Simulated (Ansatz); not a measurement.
# Rh(111) with 4 layers of random Rh-Mo, 2x2: scattering by chemical disorder, part 2 of 2

Aim: the residual resistivity of a random alloy, from Rh(111) with 4 layers of random Rh-Mo, 2x2 and longer regions.

Ansatz 0.2.0; Ansatz plane-wave DFT, PBE, PAW files; ballistic transport by layer matching (Landauer), zero bias; PAW set soft_1.

So far. Step 3 (With 8 alloy layers): Over the solved energies the transmission per spin lies between 2.33 and 2.40, out of 7 channels of the lead on average (up to 7.2).

## 4. With 12 alloy layers

In 12 layers a share of 0.25 of the sites is given to Mo at random. A fresh draw is used; the growth of the resistance with length is what counts.

System of this step: Rh(111) with 12 layers of random Rh-Mo, 2x2. The cell holds 72 atoms: 60 Rh and 12 Mo. Cell: a = 5.378 Å, b = 5.378 Å, c = 39.523 Å, α = 90.0°, β = 90.0°, γ = 120.0°. It derives from Rh. Regions: lead, 24 atoms (24 Rh); scattering region, 48 atoms (36 Rh and 12 Mo). The structure is stacked along c, and the current runs across the ab planes.

Input file input.yaml:

```yaml
crystal:
  lattice:
    - [5.3783955991, 0.0, 0.0]
    - [-2.6891977995, 4.6578272204, 0.0]
    - [0.0, 0.0, 39.5229745576]
  atoms:
    - { symbol: Rh, position: [0.0, 0.0, 0.0277777778] }
    - { symbol: Rh, position: [0.0, 0.5, 0.0277777778] }
    - { symbol: Rh, position: [0.5, 0.0, 0.0277777778] }
    - { symbol: Rh, position: [0.5, 0.5, 0.0277777778] }
    - { symbol: Rh, position: [0.1666666667, 0.3333333333, 0.0833333333] }
    - { symbol: Rh, position: [0.1666666667, 0.8333333333, 0.0833333333] }
    - { symbol: Rh, position: [0.6666666667, 0.3333333333, 0.0833333333] }
    - { symbol: Rh, position: [0.6666666667, 0.8333333333, 0.0833333333] }
    - { symbol: Rh, position: [0.3333333333, 0.1666666667, 0.1388888889] }
    - { symbol: Rh, position: [0.3333333333, 0.6666666667, 0.1388888889] }
    - { symbol: Rh, position: [0.8333333333, 0.1666666667, 0.1388888889] }
    - { symbol: Rh, position: [0.8333333333, 0.6666666667, 0.1388888889] }
    - { symbol: Rh, position: [0.0, 0.0, 0.1944444444] }
    - { symbol: Rh, position: [0.0, 0.5, 0.1944444444] }
    - { symbol: Rh, position: [0.5, 0.0, 0.1944444444] }
    - { symbol: Rh, position: [0.5, 0.5, 0.1944444444] }
    - { symbol: Rh, position: [0.1666666667, 0.3333333333, 0.25] }
    - { symbol: Rh, position: [0.1666666667, 0.8333333333, 0.25] }
    - { symbol: Mo, position: [0.6666666667, 0.3333333333, 0.25] }
    - { symbol: Rh, position: [0.6666666667, 0.8333333333, 0.25] }
    - { symbol: Mo, position: [0.3333333333, 0.1666666667, 0.3055555556] }
    - { symbol: Mo, position: [0.3333333333, 0.6666666667, 0.3055555556] }
    - { symbol: Rh, position: [0.8333333333, 0.1666666667, 0.3055555556] }
    - { symbol: Rh, position: [0.8333333333, 0.6666666667, 0.3055555556] }
    - { symbol: Rh, position: [0.0, 0.0, 0.3611111111] }
    - { symbol: Mo, position: [0.0, 0.5, 0.3611111111] }
    - { symbol: Rh, position: [0.5, 0.0, 0.3611111111] }
    - { symbol: Rh, position: [0.5, 0.5, 0.3611111111] }
    - { symbol: Mo, position: [0.1666666667, 0.3333333333, 0.4166666667] }
    - { symbol: Rh, position: [0.1666666667, 0.8333333333, 0.4166666667] }
    - { symbol: Mo, position: [0.6666666667, 0.3333333333, 0.4166666667] }
    - { symbol: Rh, position: [0.6666666667, 0.8333333333, 0.4166666667] }
    - { symbol: Rh, position: [0.3333333333, 0.1666666667, 0.4722222222] }
    - { symbol: Rh, position: [0.3333333333, 0.6666666667, 0.4722222222] }
    - { symbol: Mo, position: [0.8333333333, 0.1666666667, 0.4722222222] }
    - { symbol: Rh, position: [0.8333333333, 0.6666666667, 0.4722222222] }
    - { symbol: Rh, position: [0.0, 0.0, 0.5277777778] }
    - { symbol: Rh, position: [0.0, 0.5, 0.5277777778] }
    - { symbol: Rh, position: [0.5, 0.0, 0.5277777778] }
    - { symbol: Rh, position: [0.5, 0.5, 0.5277777778] }
    - { symbol: Rh, position: [0.1666666667, 0.3333333333, 0.5833333333] }
    - { symbol: Rh, position: [0.1666666667, 0.8333333333, 0.5833333333] }
    - { symbol: Rh, position: [0.6666666667, 0.3333333333, 0.5833333333] }
    - { symbol: Rh, position: [0.6666666667, 0.8333333333, 0.5833333333] }
    - { symbol: Mo, position: [0.3333333333, 0.1666666667, 0.6388888889] }
    - { symbol: Rh, position: [0.3333333333, 0.6666666667, 0.6388888889] }
    - { symbol: Mo, position: [0.8333333333, 0.1666666667, 0.6388888889] }
    - { symbol: Rh, position: [0.8333333333, 0.6666666667, 0.6388888889] }
    - { symbol: Rh, position: [0.0, 0.0, 0.6944444444] }
    - { symbol: Mo, position: [0.0, 0.5, 0.6944444444] }
    - { symbol: Rh, position: [0.5, 0.0, 0.6944444444] }
    - { symbol: Mo, position: [0.5, 0.5, 0.6944444444] }
    - { symbol: Rh, position: [0.1666666667, 0.3333333333, 0.75] }
    - { symbol: Rh, position: [0.1666666667, 0.8333333333, 0.75] }
    - { symbol: Rh, position: [0.6666666667, 0.3333333333, 0.75] }
    - { symbol: Mo, position: [0.6666666667, 0.8333333333, 0.75] }
    - { symbol: Rh, position: [0.3333333333, 0.1666666667, 0.8055555556] }
    - { symbol: Rh, position: [0.3333333333, 0.6666666667, 0.8055555556] }
    - { symbol: Rh, position: [0.8333333333, 0.1666666667, 0.8055555556] }
    - { symbol: Rh, position: [0.8333333333, 0.6666666667, 0.8055555556] }
    - { symbol: Rh, position: [0.0, 0.0, 0.8611111111] }
    - { symbol: Rh, position: [0.0, 0.5, 0.8611111111] }
    - { symbol: Rh, position: [0.5, 0.0, 0.8611111111] }
    - { symbol: Rh, position: [0.5, 0.5, 0.8611111111] }
    - { symbol: Rh, position: [0.1666666667, 0.3333333333, 0.9166666667] }
    - { symbol: Rh, position: [0.1666666667, 0.8333333333, 0.9166666667] }
    - { symbol: Rh, position: [0.6666666667, 0.3333333333, 0.9166666667] }
    - { symbol: Rh, position: [0.6666666667, 0.8333333333, 0.9166666667] }
    - { symbol: Rh, position: [0.3333333333, 0.1666666667, 0.9722222222] }
    - { symbol: Rh, position: [0.3333333333, 0.6666666667, 0.9722222222] }
    - { symbol: Rh, position: [0.8333333333, 0.1666666667, 0.9722222222] }
    - { symbol: Rh, position: [0.8333333333, 0.6666666667, 0.9722222222] }
kpoints:
  mp_grid: { grid: [5, 5, 1] }
hamiltonian:
  xc: pbe
  pseudopotentials: { kind: paw, azcp: { folder: soft_1 } }
scf:
  occupations: { method: fermi_dirac, width: 0.1 }
output:
  transmission:
    leads: [[0, 4]]
    kmesh: [10, 10]
    e_range: [-0.05, 0.05]
    de: 0.05
  write_potential: true
  write_density: true
  volumetric_format: npy
```

Started as:

```
> ansatz run input.yaml --threads 4 --pin off --max-ram 15360MiB --backend cpu --events-out ev --progress --plain --runs-dir out
```

Numbers of over 12 decimals in the logs are rounded to 6 here.

The program printed:

```text
[...]
Crystal: 72 atoms, lattice volume = 990.115 Å³
Basis set: ecut = 420 eV, 19231 PW (Γ)
Bands: 713, of which v1, the nominal top of the filled ones, is band 594 counted from 1 (593 counted from 0)
Symmetry: 1 space group operations
[...]
k-points: 13 of 25 (time reversal used)
[...]
SCF iter   1: F=—  HF=-443696.334566 eV  |F-HF|=—  |Δ(HF+E_count)|=         —  Δρ=1.27e-1  dr2=1.14e3  ethr=3.10e-3  ⟨swp⟩=5.0  Hψ=27374  notcnv=0  defer=12
[...]
SCF iter  11: F=-443654.217037 eV  HF=-443654.217037 eV  |F-HF|=1.98e-8  |Δ(HF+E_count)|=   2.10e-9  Δρ=3.63e-7  dr2=2.00e-8  ethr=8.42e-12  ⟨swp⟩=7.7  Hψ=21030  notcnv=0
SCF 1 converged in 11 iterations: F = -443654.217037 eV  dr2 = 2.00e-8
[...]
transmission: 366 of 3640 steps passed
transmission: 728 of 3640 steps passed
[...]
transmission: 3640 of 3640 steps passed
SCF converged after 11 iterations
Free energy (F): -443654.217037 eV
[...]
Internal energy: -443651.609615 eV  (E = F + TS)
E sigma→0 (E₀):  -443652.913326 eV
Entropy (-TS):   -2.607422 eV (-36.214 meV/atom)
Fermi energy:    22.756580 eV
[...]
--- Band table (eV; the first three rows and the last of 13) ---
  k-point 0: bands = [... 590 lower, 23.3544, 23.3615, 23.3637, 23.3714, 23.3893, 23.3974, 23.4031, 23.4046, ... 115 higher]
  k-point 1: bands = [... 590 lower, 22.9818, 22.9919, 23.0079, 23.0280, 23.0443, 23.0545, 23.0700, 23.0945, ... 115 higher]
  k-point 2: bands = [... 590 lower, 22.3377, 22.3745, 22.3779, 22.3910, 22.4325, 22.4717, 22.5069, 22.5383, ... 115 higher]
  k-point 12: bands = [... 590 lower, 22.6577, 22.6908, 22.7164, 22.7593, 22.7919, 22.8014, 22.8108, 22.8288, ... 115 higher]
--- Transmission ---
  basis      : 211 plane waves across, 70 finite elements along
  points     : 52, standing for a mesh of 10 x 10
[...]
channels       : 7.200000e0 a spin
[...]
junction   : crystal 0 to crystal 0, 0.70 to 38.03 Å
    transmission   : 1.743234e0 a spin
[...]
```

The job ended after 25 min (4 threads of Arm Neoverse V1, shared host; peak memory 9.4 GiB).

Numbers from this step:

* free energy: -443654.2170 eV
* energy at zero smearing: -443652.9133 eV
* Fermi energy: 22.76 eV
* transmission per spin nearest the Fermi level: 1.743
* step of the lead's potential: 5.3 meV

Per spin. Transmission, zone mean against energy, zero at the Fermi level:

| energy (eV) | transmission, zone mean |
| --- | --- |
| -0.0500 | 1.77 |
| 0.0000 | 1.74 |
| 0.0500 | 1.74 |

Over the solved energies the transmission per spin lies between 1.74 and 1.77, out of 7 channels of the lead on average (up to 7.2).

## 5. Resistance against length

This step: Ansatz plane-wave DFT, PBE, PAW files; ballistic transport by layer matching (Landauer), zero bias; residual resistivity from the slope of the area resistance, atoms on the host's lattice; PAW set soft_1 (Ansatz 0.2.0).

Numbers from this step:

```
resistivity           : 40.89 µΩ cm
intercept             : 0.2649 fΩ m²
scatter about the fit : 0.05739 fΩ m²
```

Resistance, by row:

| run | length (Å) | T | channels N | RA (fΩ m²) |
| --- | --- | --- | --- | --- |
| n4 | 8.783 | 2.87 | 7 | 0.6646 |
| n8 | 17.57 | 2.371 | 7 | 0.9021 |
| n12 | 26.35 | 1.753 | 7 | 1.383 |

Table of area resistance by length of the alloy:

```
length of the alloy (Å)  area resistance (fΩ m²)
                   8.78                    0.665
                  17.57                    0.902
                  26.35                     1.38
```

The area resistance goes from 0.66 to 1.4 fΩ m² between 8.8 and 26.3 Å, a slope of 41 µΩ cm.

By hand from the end points: (1.383 − 0.6646) fΩ m² / (26.35 − 8.78) Å = 41 µΩ cm, since 1 fΩ m² per Å is 1000 µΩ cm.

## 6. What came out

```json
{
  "resistivity from the slope": "40.9 µΩ cm",
  "area resistance over 8.78 Å": "0.665 fΩ m²",
  "area resistance over 17.6 Å": "0.902 fΩ m²",
  "area resistance over 26.3 Å": "1.38 fΩ m²"
}
```

What this shows: The slope gives 41 µΩ cm. The points scatter by 0.057 fΩ m² about the line, with one random draw a length in a 2x2 cell, so the slope is a rough value. Read with a model of isotropic scattering on a spherical Fermi surface and the lead's 2.2×10¹⁵ S/m², this slope means a mean free path near 8.5 Å; over these lengths the model's slope is within 3 % of its bulk resistivity. The atoms sit on the host's lattice, so scattering by size misfit is left out. A lead's potential steps by up to 51 meV from period to period, which the log calls too much, so longer leads could move the result.

[Logs are printed without paths, hosts, clocks, repeated set-up lines and the standing remarks that a program may print on its own settings, such as how far it seeks lower states.]

[Hosts, paths, dates, database ids (printed as entryN), source tags and the programs' standing remarks are cut or masked in the printed files.]
